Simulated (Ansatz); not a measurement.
Input and command of a plane-wave DFT calculation in Ansatz:

```yaml
crystal:
  lattice:
    - [6.2057, 0.0, 0.0]
    - [0.0, 6.2057, 0.0]
    - [0.0, 0.0, 6.2057]
  atoms:
    - { symbol: Cs, position: [0.0, 0.0, 0.0] }
    - { symbol: Sn, position: [0.5, 0.5, 0.5] }
    - { symbol: I, position: [-0.0604283159, 0.5, 0.5] }
    - { symbol: I, position: [0.4395716841, 0.0, 0.5] }
    - { symbol: I, position: [0.4395716841, 0.5, 0.0] }
basis:
  ecutwfc: 420
kpoints:
  mp_grid: { grid: [6, 6, 6] }
hamiltonian:
  xc: pbesol
scf:
  occupations: { method: gaussian, width: 0.03 }
output:
  forces: true
  stress: true
  eigenvalues: true
```

```bash
ansatz run input.yaml --threads 1 --pin off --max-ram 2560MiB --backend cpu --events-out ev --progress --plain --runs-dir out
```

Processor: Arm Neoverse V2, 1 thread, on a host shared with other jobs.

Problem. Estimate time, memory and problem size.

Solution. About 39 s on 1 thread of Arm Neoverse V2, with other jobs on the host, peak memory 0.61 GiB. It solves 45 bands at 40 k points (the mesh reduced by symmetry) with about 4697 plane waves, in 7 SCF iterations.
